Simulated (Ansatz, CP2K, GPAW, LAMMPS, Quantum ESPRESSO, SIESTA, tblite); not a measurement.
# What went wrong? Quantum ESPRESSO on free surface of aqueous Ca2+ and SO4 2-, 6.5 mol of salt per kg of water at 360 K (189 atoms)

Program: Quantum ESPRESSO 7.5, a calculation on a cell of 75 O, 6 S, 102 H and 6 Ca, with vacuum.

pw.in

```
&control
  calculation = 'scf'
  pseudo_dir = './pseudo'
  outdir = './tmp'
  disk_io = 'none'
  tprnfor = .true.
/
&system
  ibrav = 0
  nat = 189
  ntyp = 4
  ecutwfc = 60
  ecutrho = 30
  nosym = .true.
  occupations = 'smearing'
  smearing = 'fd'
  degauss = 0.003675
/
&electrons
  conv_thr = 9.5e-07
  electron_maxstep = 50
  mixing_beta = 0.4
  mixing_mode = 'local-TF'
  diagonalization = 'david'
/
ATOMIC_SPECIES
O 15.999 O.upf
S 32.060 S.upf
H 1.008 H.upf
Ca 40.078 Ca.upf
CELL_PARAMETERS angstrom
10.66860 0.00000 0.00000
0.00000 10.66860 0.00000
0.00000 0.00000 25.70910
ATOMIC_POSITIONS crystal
O 0.79906 0.98003 0.43675
S 0.81117 0.91651 0.48782
O 0.77516 0.99744 0.52861
O 0.73518 0.80646 0.49216
O 0.93681 0.87090 0.49408
O 0.77744 0.76646 0.30890
S 0.70379 0.65387 0.30459
O 0.69182 0.59554 0.35568
O 0.58093 0.67866 0.28308
O 0.76386 0.56534 0.27286
[... 175 atom lines left out ...]
Ca 0.67196 0.14458 0.28062
Ca 0.48582 0.59020 0.39823
Ca 0.15832 0.13058 0.39630
Ca 0.68676 0.20125 0.55172
K_POINTS gamma
```

Launch:

```console
OMP_NUM_THREADS=1 mpirun -np 4 pw.x -in pw.in > output.txt
```

The log of the run:

```text
Program PWSCF
 %%%%%%%%%%%%%%%%%%%%%%%%%%%%%%%%%%%%%%%%%%%%%%%%%%%%%%%%%%%%%%%%%%%%%%%%%%%%%%
     Error in routine set_cutoff (1):
     ecutrho <= ecutwfc?!?
 %%%%%%%%%%%%%%%%%%%%%%%%%%%%%%%%%%%%%%%%%%%%%%%%%%%%%%%%%%%%%%%%%%%%%%%%%%%%%%
```

The job ended after 0.69 s (4 MPI ranks of Arm Neoverse V1, shared host; peak memory 0.87 GiB).

Banners, paths, timers and routine set-up lines are dropped from the logs unmarked, and long logs keep their key lines alone; longer cuts are marked.

**Question.** Which part of the input is at fault, and how is it mended?

A density cutoff under four times the waves': density cutoff 30 Ry. The sound run has density cutoff 480 Ry.

The program stopped at the start.

[Also dropped from logs without a mark: logging warnings of Python, and SIESTA's first energy breakdown and zero terms.]

[Logs are printed without paths, hosts, clocks, repeated set-up lines and the standing remarks that a program may print on its own settings, such as how far it seeks lower states.]

[Hosts, paths, dates, database ids (printed as entryN), source tags and the programs' standing remarks are cut or masked in the printed files.]
